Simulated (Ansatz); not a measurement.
**A vibration from a frozen displacement in BaTiO$_{3}$**

The calculation used DFT PBE, scalar-relativistic, plane waves, PAW in Ansatz 0.2.0. Cutoff 420 eV, Γ-centred 6×6×6 k-points, Gaussian smearing of 0.05 eV. Spin–orbit coupling is left out, which matters for the heavy elements here. No spin polarisation. Energies are free energies at this smearing, counted from the undisturbed cell; pressure is positive in compression.

The undisturbed cell (relaxed at this level; it needn't be the usual structure):

```yaml
crystal:
  lattice:
    - [2.86307, 1.65299, 2.35630]
    - [-2.86307, 1.65299, 2.35630]
    - [0.00000, -3.30599, 2.35630]
  atoms:
    - { symbol: Ba, position: [0.00495, 0.00495, 0.00495] }
    - { symbol: Ti, position: [0.51919, 0.51919, 0.51919] }
    - { symbol: O, position: [0.48839, 0.48839, 0.97777] }
    - { symbol: O, position: [0.48839, 0.97777, 0.48839] }
    - { symbol: O, position: [0.97777, 0.48839, 0.48839] }
```

Every Ba atom is moved by x along the Cartesian unit vector (0.000, 0.000, -1.000); the cell and all other atoms stay fixed. The cell's volume is 66.91 Å³; the moved atoms weigh 137.327 u together and the others 95.864 u.

```csv
x (Å),ΔE (meV/cell),total force on the moved atoms along the move (eV/Å),pressure (GPa)
-0.2000,111.31,1.1829,1.5578
-0.1500,60.78,0.8446,0.9762
-0.1000,26.31,0.5391,0.5283
-0.0500,6.43,0.2599,0.2088
0.0000,0.00,-0.0003,0.0137
0.0500,6.27,-0.2493,-0.0599
0.1000,24.87,-0.4949,-0.0130
0.1500,55.85,-0.7456,0.1547
0.1750,76.11,-0.8756,0.2844
0.2000,99.66,-1.0100,0.4452
```

Problem. What frequency belongs to this motion?

Solution. The force constant is k = −dF/dx = 5.092 eV/Å², from the parabola through x = -0.0500, 0 and 0.0500. In every cell the moved atoms swing against the rest, so the mass is μ = m₁m₂/(m₁ + m₂) = 56.455 u, and ν̃ = 521.5 cm⁻¹ × √(|k|/μ) = 157 cm⁻¹. The pattern needn't be a normal mode: ν̃² is then a weighted mean of the squared nonzero frequencies at the zone centre of this cell, taken without macroscopic field, so it lies between the lowest and the highest of them.

Problem. How far does the harmonic law reach?

Solution. At x = -0.200 Å, kx²/2 = 101.84 meV against the computed 111.31 meV (+9.3 %): the well stiffens in this direction at large amplitude.

Cost: 10 runs of about 0.84 core-minutes in all, on Arm Neoverse V2 (shared hosts).